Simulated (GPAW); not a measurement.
Crystal: Au.

```
CELL_PARAMETERS angstrom
2.90000 0.00000 0.00000
-1.45000 2.51147 0.00000
0.00000 0.00000 4.88000
ATOMIC_POSITIONS crystal
Au 0.66667 0.33333 0.25000
Au 0.33333 0.66667 0.75000
```

This isn't the form of Au at room conditions, which is fcc.

| Item | Value |
| --- | --- |
| Program | GPAW 26.7.0 |
| Task | single point |
| Functional | PBEsol |
| Potentials or basis | PAW data sets generated in the run's folder for this functional |
| Cutoff | 600 eV |
| Basis | pw |
| k mesh | 11 × 11 × 6 |
| Occupations | fermi-dirac, width 0.05 eV |
| Spin | no spin polarisation |

On this cell: pressure -4.1 GPa; largest force under 0.003 eV/Å; band gap on the k mesh none (metal or under the smearing width).

The same run follows on a disturbed copy (atoms moved at random, drawn with an rms of 0.05 Å):

```
CELL_PARAMETERS angstrom
2.90000 0.00000 0.00000
-1.45000 2.51147 0.00000
0.00000 0.00000 4.88000
ATOMIC_POSITIONS crystal
Au 0.68819 0.35203 0.25122
Au 0.32218 0.66326 0.75447
```

Question: What does the disturbed cell give?

Answer: The energy (extrapolated to zero smearing) moves by +0.9 meV/atom; pressure -4.1 GPa; largest force 0.101 eV/Å; band gap on the k mesh none (metal or under the smearing width).

Forces on the atoms (eV/Å):
```
Au  -0.029 -0.018  0.095
Au   0.029  0.018 -0.095
```

Stress tensor (GPa, compression positive):
```
-3.70  0.21 -0.08
 0.21 -4.01 -0.06
-0.08 -0.06 -4.53
```

Caveats: with this Au data set, volumes or pressures lay over 1.5 % or 2 GPa off other programs in two to four cells of ten.
